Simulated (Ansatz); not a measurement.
# ⁷³Ge NMR of the central transition in GeS under strain

Cell: a COD entry, relaxed with PBE at fixed cell and then changed (z compressed by 3 %, ions relaxed).

```
Ge S
1.0
    10.47000    0.00000    0.00000
     0.00000    3.64100    0.00000
     0.00000    0.00000    4.16809
Ge S
4 4
Direct
  0.62046 0.25000 0.37755
  0.87954 0.75000 0.87755
  0.12046 0.25000 0.12245
  0.37954 0.75000 0.62245
  0.85141 0.25000 0.49129
  0.64859 0.75000 0.99129
  0.35141 0.25000 0.00871
  0.14859 0.75000 0.50871
```

Sites (sets of like atoms) are named by element and the number of their first atom in this list.

The numbers come from a DFT calculation in Ansatz (PBE, plane waves and PAW, scalar-relativistic, 420 eV cutoff, Γ-centred 5×12×10 k-points, Fermi–Dirac smearing 0.02 eV).

⁷³Ge has I = 9/2 and Q = -196.0 mb (Pyykkö 2018); at 28.2 T its Larmor frequency is ν₀ = 42.0 MHz. Only the quadrupole interaction is simulated: positions count from each site's isotropic chemical shift, and shift anisotropy, dipolar and J coupling are left out.

Task: Give C_Q, η, the quadrupolar product P_Q = |C_Q|(1 + η²/3)^½, the second-order isotropic shift and the breadth of the pattern (static powder) for each Ge site.

Result: 

```csv
site,first shell,C_Q (MHz),η,P_Q (MHz),δ_QIS (ppm),breadth (kHz)
Ge,3 S at 2.45–2.46 Å; also 3 S at 3.15–3.21 Å,34.2,0.42,35.2,-974,277
```

δ_QIS = −(ν_Q²/30ν₀²)[I(I+1) − 3/4](1 + η²/3) × 10⁶ ppm with ν_Q = 3|C_Q|/[2I(2I−1)]; it falls as 1/B₀² in ppm, and the breadth as 1/B₀ in kHz.

At Ge V_zz stands upright on the plane through its three neighbours (within 6°).
